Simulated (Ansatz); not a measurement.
The cell is COD entry 1008148, as deposited and not checked against the literature; nothing was relaxed. The listed cell was then made from it by scaling, straining or moving an atom.

An input for CoSi2: DFT, PBE, all-electron PAW with datasets made for the crystal, scalar-relativistic (Ansatz 0.2.0).

Command: `ansatz run input.yaml --threads 1 --pin off --max-ram 4096MiB --backend cpu --events-out ev --progress --plain --runs-dir out` The run took 35 s on 1 thread of Intel(R) Xeon(R) Platinum 8488C (Sapphire Rapids) (shared host), peak memory 0.82 GiB.

```yaml
crystal:
  lattice:
    - [0.0, 2.6825, 2.709325]
    - [2.6825, 0.0, 2.709325]
    - [2.6825, 2.6825, 0.0]
  atoms:
    - { symbol: Co, position: [0.0, 0.0, 0.0], spin: 2.0 }
    - { symbol: Si, position: [0.25, 0.25, 0.25] }
    - { symbol: Si, position: [0.75, 0.75, 0.75] }
magnetization:
  spin_polarized: true
kpoints:
  mp_grid: { grid: [11, 11, 11] }
scf:
  occupations: { method: fermi_dirac, width: 0.05 }
hamiltonian:
  xc: pbe
  pseudopotentials: { kind: all_electron, datasets: crystal }
output:
  forces: true
  stress: true
  eigenvalues: true
  efg: { contact_densities: true }
```

The results part of the log:

```
WARN: the starting moments were not kept: the SCF closed with an absolute magnetisation of 2.6e-8 μB, where they sum to 2 μB in size (1 site). That is at most 0.1 of that sum. Measured as dr2_m measures the in/out step, that magnetisation stands 4.3e-16 eV from none, at or under the dr2_threshold of 9.4e-8 eV: it is no larger than a step whose dr2_m would equal this threshold. The system may hold no moment; this SCF shows only that its start led to no more than that. This SCF took its magnetisation from a saved state (the deck's checkpoint.read, a session's seed or a resume), or from the single point or search that the run made first, and not from the starting moments. Where the run's atoms have moved since that state, how it is taken is a key of its own (checkpoint.density_extrapolation: follow_atoms, where typed, takes the whole of its magnetisation to them with its atoms, but for some exceptions; the density_extrapolation keyword of a session's seed is the same key). To be rid of a resumed run's state, run its deck in a fresh run directory. To be rid of the state of a single point that the run made first, give starting moments in the input or, where a deck that gives them still makes one, type scf.lower_state_search: off. To try another start, run it without that state. A second SCF, from the converged charge density, with the starting moments and any scf.initial_density.shell_occupations laid on it anew, would have followed, and was not run: the deck does not ask for one (magnetization.retry_lost_moments is false, the default). To let it run, set magnetization.retry_lost_moments: true and run the deck again, where that key's refused combinations let it; where memory then withholds it, that run's warning says so.
SCF 1 converged in 9 iterations: F = -53703.517281 eV  dr2 = 8.48e-8
  Residual-converged pass: ⟨swp⟩=3.7  Hψ=10754  notcnv=0  max |occ|·‖R‖ = 6.4e-6 eV (tolerance 6.5e-6 eV)  dr2=8.48e-8  dr2_m=6.42e-16  dr2_onsite=3.06e-8  max |Δocc| = 6.5e-9
  greatest PAW one-centre occupation: 1.010 electrons in one spin orbital (limit 2), on the Co atom at site 0 (counted from 0), in its partial waves of l = 1
SCF converged after 9 iterations
Magnetization: 0.0000 μB (12.5000 up, 12.5000 down)
Absolute magnetization: 0.0000 μB (∫|ρ↑−ρ↓|)
Spin contamination: -0.0604 ħ² per cell (⟨S²⟩ above its minimum at these occupations)
Per-site moments (μB) at R_I (Å): [(1.6477861948685106e-8, 0.9614890653258803), (-1.7961683132576045e-9, 0.9614890653258806), (-1.7961683676731174e-9, 0.9614890653258803)]
Free energy (F): -53703.517281 eV
Harris-Foulkes:  -53703.517281 eV  (|F-HF|=7.43e-8)
Internal energy: -53703.508815 eV  (E = F + TS)
E sigma→0 (E₀):  -53703.513048 eV
Entropy (-TS):   -0.008466 eV (-2.822 meV/atom)
Past the cutoff: the bands carry plane waves up to 1.75 times it, of which those up to 1.5 times it add -0.000335 eV an atom, each by itself; the spheres take 0.000146 eV an atom off the energy for waves past 1.75 times it
By the cutoff:   a pressure is off by up to 0.006 GPa (1.2 times the spheres' own share and the shells' term, over an atom's volume, and 0.004 GPa: a bound that held against runs at twice the plane waves)
Past the cutoffs: a stress includes 0.0005 GPa for waves and charges beyond them, in addition to the slope of what the spheres take
In the spheres:  the bands' charges fall short by 1.3e-6 e at most (sound up to 1e-3)
Fermi energy:    14.019882 eV
--- Per-component energies (eV) ---
  The terms above E_closure are by the made datasets' own strengths, without shells solved beside the bands.
--- Forces (eV/Å), atoms counted from 1 ---
  atom   1  Co    -0.00000000     0.00000000    -0.00000000
  atom   2  Si     0.00000000     0.00000000     0.00000000
  atom   3  Si     0.00000000     0.00000000     0.00000000
  max |Σ_I F_I| component: 2.78e-17 eV/Å
--- Stress (GPa, compression-positive) ---
       -1.909973       0.000000       0.000000
        0.000000      -1.909973       0.000000
        0.000000       0.000000      -2.790528
  P = ⅓ Tr σ = -2.2035 GPa (-22.035 kbar)
--- PAW observables at the nuclei: V_zz in 10²¹ V/m², potentials from the cell's mean, atoms counted from 1 ---
  atom   1  Co V_zz =    +0.083634   η = 0.0000   by run symmetry: allowed
            electrostatic potential = -3388.069587 V   contact ρ = 114762.732114 e/Å³   contact ρ_s (e/Å³): all electrons -0.000000, valence +0.000000
  atom   2  Si V_zz =    +0.013127   η = 0.0000   by run symmetry: allowed
            electrostatic potential = -1364.012570 V   contact ρ = 12818.102240 e/Å³   contact ρ_s (e/Å³): all electrons -0.000000, valence -0.000000
  atom   3  Si V_zz =    +0.013127   η = 0.0000   by run symmetry: allowed
            electrostatic potential = -1364.012570 V   contact ρ = 12818.102240 e/Å³   contact ρ_s (e/Å³): all electrons -0.000000, valence -0.000000
--- Band table (eV; the first three rows and the last of 252) ---
  k-point 0 ↑: bands = ["-80.7070", "-44.0321", "-44.0197", "-44.0197", "1.0006", "9.9886", "9.9886", "10.0368", "12.1436", "12.1892", "14.6269", "17.3517", "17.3517", "17.3701", "17.4818", "17.4834", "17.4834"]
  k-point 1 ↑: bands = ["-80.7070", "-44.0321", "-44.0198", "-44.0197", "1.1248", "9.6848", "10.0340", "10.0655", "12.1068", "12.1519", "14.7400", "15.9011", "16.6079", "16.6127", "18.2248", "18.2376", "19.0413"]
  k-point 2 ↑: bands = ["-80.7069", "-44.0324", "-44.0202", "-44.0198", "1.4945", "8.8638", "10.1576", "10.1801", "12.0321", "12.0746", "13.9925", "15.7749", "15.7991", "15.8275", "18.1647", "18.2633", "18.9143"]
  k-point 125 ↓: bands = ["-80.7069", "-44.0344", "-44.0206", "-44.0205", "4.9832", "6.9816", "7.4615", "10.2648", "10.4673", "12.0697", "12.1279", "12.3752", "12.7812", "15.7077", "17.2120", "21.5849", "23.1061"]
```
